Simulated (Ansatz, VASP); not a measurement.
## AlN in VASP and in Ansatz

```
Al N
1.0
     3.15040    0.00000    0.00000
    -1.57520    2.72833    0.00000
     0.00000    0.00000    4.94358
Al N
2 2
Direct
  0.33333 0.66667 0.99992
  0.66667 0.33333 0.49992
  0.33333 0.66667 0.38508
  0.66667 0.33333 0.88508
```

Alike in both runs: functional LDA; k mesh 9 × 9 × 6; occupations gaussian, width 0.05 eV; no spin polarisation.

Ansatz relaxed the structure, and its values are those at the end. VASP's run is a single point on that final structure, the one shown.

```csv
,VASP,Ansatz
version,VASP 6.6.1,Ansatz 0.2.0
potentials or method,"VASP PAW LDA potentials, release 64 (Al, N)","scalar-relativistic, plane waves, PAW"
plane-wave cutoff (eV),520,520
valence electrons in the cell,16,16
```

Ansatz gave:

| Property | Result |
| --- | --- |
| gap on the k mesh at the Fermi level (eV) | 3.97 |
| least direct gap on the mesh (eV) | 3.97 |
| pressure (GPa) | -8.0 |
| rms of the force components (eV/Å) | 0.003 |

Task: Estimate VASP's values.

Result: gap on the k mesh at the Fermi level (eV): 3.97; least direct gap on the mesh (eV): 3.97; pressure (GPa): -7.5; rms of the force components (eV/Å): 0.006.

Ansatz warned: «pseudo_functional_mismatch».

Caveats: an odd mesh through Γ misses points on the zone boundary, where band edges often lie. A hybrid or GW would open this gap; LDA tends to underestimate it.
